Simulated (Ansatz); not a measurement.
The system is Si2Ni.

```
Ni Si
1.0
     0.00000    2.70300    2.70300
     2.70300    0.00000    2.70300
     2.70300    2.70300    0.00000
Ni Si
1 2
Cartesian
  0.0000 0.0000 0.0000
  4.0545 4.0545 4.0545
  1.3515 1.3515 1.3515
```

Program: Ansatz 0.2.0. Alike in all runs: potentials or basis Ansatz PAW; spin collinear, ferromagnetic start; cell as given; k mesh 9 × 9 × 9; cutoff (eV) 420.

**Question.** Order these runs on this cell by their pressure, lowest first.
A. level PBEsol+D3(BJ)+U; U Ni d U = 2 eV; smearing gaussian 0.02 eV; hubbard projectors all-electron-atomic; double counting fll
B. level PBE; smearing gaussian 0.027 eV
C. level PBEsol; smearing fermi-dirac 0.05 eV; points for each segment of the path 14
D. level BLYP; smearing fermi-dirac 0.05 eV; points for each segment of the path 14
E. level RPBE; smearing gaussian 0.02 eV

**Answer.** A (-6.2 GPa), C (-0.9 GPa), B (4.0 GPa), E (6.8 GPa), D (11.1 GPa).

Caveats: the PAW data sets come from PBE, with cores solved anew for the run's functional, which leaves a small shift of forces and pressure (some runs); the potentials were made for another functional, which shifts forces and pressure (some runs); the magnetic or orbital state may not be the lowest (some runs); pairwise dispersion overbinds metals, which lowers pressure and volume (some runs); the U is typed as a test and isn't derived for this compound (some runs).

Not every run made on this cell is shown here.
